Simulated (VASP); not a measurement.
**PbS in VASP 6.6.1, single-point calculation**

INCAR

```
NELM = 74
NBANDS = 17
ISIF = 2
IBRION = -1
PREC = Accurate
GGA = PE
SIGMA = 0.02
LCHARG = .FALSE.
ENCUT = 520
LASPH = .TRUE.
LWAVE = .FALSE.
ISMEAR = -1
LREAL = .FALSE.
EDIFF = 1E-7
NSW = 0
```

KPOINTS

```
KPOINTS created by Atomic Simulation Environment
0
Gamma
8 8 8
0 0 0
```

POSCAR

```
Pb S
 1.0000000000000000
     2.9722970000000002    0.0000000000000000    2.9872329999999998
     0.0000000000000000    2.9872329999999998    2.9872329999999998
     2.9722970000000002    2.9872329999999998    0.0000000000000000
 Pb  S
   1   1
Cartesian
  0.0000000000000000  0.0000000000000000  0.0000000000000000
  2.9722969999999997  2.9872330000000002  2.9872330000000002
```

The recommended PBE PAW datasets give the neutral cell 20 valence electrons.

Command

```
mpirun -np 1 vasp_std
```

Standard output (part)

```
|     EEEEEEE  RRRRRR   RRRRRR   OOOOOOO  RRRRRR      ###     ###     ###     |
|     E        R     R  R     R  O     O  R     R     ###     ###     ###     |
|     E        R     R  R     R  O     O  R     R     ###     ###     ###     |
|     EEEEE    RRRRRR   RRRRRR   O     O  RRRRRR       #       #       #      |
|     E        R    R   R    R   O     O  R    R      ###     ###     ###     |
|     EEEEEEE  R     R  R     R  OOOOOOO  R     R     ###     ###     ###     |
|     ERROR: the triple product of the basis vectors is negative exchange     |
|     two basis vectors                                                       |
|       ---->  I REFUSE TO CONTINUE WITH THIS SICK JOB ... BYE!!! <----       |
```

VASP stopped before the first electronic step.

The fault: left-handed cell vectors.

The run took about 0.7 s on one core of a shared host (Intel Xeon Platinum 8488C).
